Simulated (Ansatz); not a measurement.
# PbO2 in Ansatz: the effect of functional

PbO2:

```
CELL_PARAMETERS angstrom
4.99496 0.00000 0.00000
0.00000 4.99496 0.00000
0.00000 0.00000 3.40900
ATOMIC_POSITIONS crystal
Pb 0.50000 0.50000 0.50000
Pb 0.00000 0.00000 0.00000
O 0.69257 0.69257 0.00000
O 0.80743 0.19257 0.50000
O 0.19257 0.80743 0.50000
O 0.30743 0.30743 0.00000
```

The cell is a database's computed one.

Alike in all runs:

- Program: Ansatz 0.2.0
- Task: band structure
- Potentials or basis: all-electron LAPW, scalar-relativistic
- Cutoff: 343 eV
- Basis error allowed: 0.002 eV/atom
- k mesh: 6 × 6 × 8
- Occupations: fermi-dirac, width 0.05 eV
- Spin: no spin polarisation

Task: One run gave: pressure 0.3 GPa; largest force 0.02 eV/Å. Which functional did it use?
A. PBEsol
B. LDA
C. PBE

Result: A.

```tsv
functional	pressure (GPa)	largest force (eV/Å)
PBEsol	0.3	0.02
LDA	-3.9	0.05
PBE	5.7	0.04
```

Not every run made on this cell is shown here.
